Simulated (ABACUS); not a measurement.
The system is NiO.

```
Ni O
1.0
     0.00000    2.08590    2.08590
     2.08590    0.00000    2.08590
     2.08590    2.08590    0.00000
Ni O
1 1
Cartesian
  0.0000 0.0000 0.0000
  2.0859 2.0859 2.0859
```

Base run:

```yaml
Program: ABACUS 3.10.1
Functional: LDA
Potentials_or_basis: SG15 ONCV 1.2 PBE
Cutoff: 1361 eV
Density_cutoff: 5442 eV
Basis: DZP LCAO (the cutoffs set its grid)
k_mesh: 8 × 8 × 8
Occupations: fermi-dirac, width 0.05 eV
Spin: collinear spin, ferromagnetic start
Starting_moments: "[1.0, 0.0] μB"
```

Its results: band gap on the k mesh none (metal or under the smearing width); net moment 0.58 μB per cell; site moments Ni +0.49; O +0.09 μB.

Question: The run is repeated on the same cell with these changes: functional from LDA to PBE0-type (share 0.25); k mesh from 8 × 8 × 8 to 5 × 5 × 5. What comes out?

Answer: Band gap on the k mesh 3.06 eV, indirect (least direct gap 3.91 eV); net moment 2.00 μB per cell; site moments Ni +1.74; O +0.26 μB.

Several settings changed at once, so the effect can't be laid on one alone.

Caveats: some runs use coarse meshes; the atomic orbitals were generated for these runs and aren't a published set; the basis of atomic orbitals isn't converged, which shifts pressures, moduli and gaps; a cell with one magnetic atom can't hold antiferromagnetic order, which such compounds often take; semilocal functionals often make such compounds metallic where correlation or magnetic order opens a gap, which also shifts bond lengths (some runs); gaps of hybrids in this basis differ from plane-wave ones by up to 0.1 eV (some runs); an odd mesh through Γ misses points on the zone boundary, where band edges often lie (some runs).
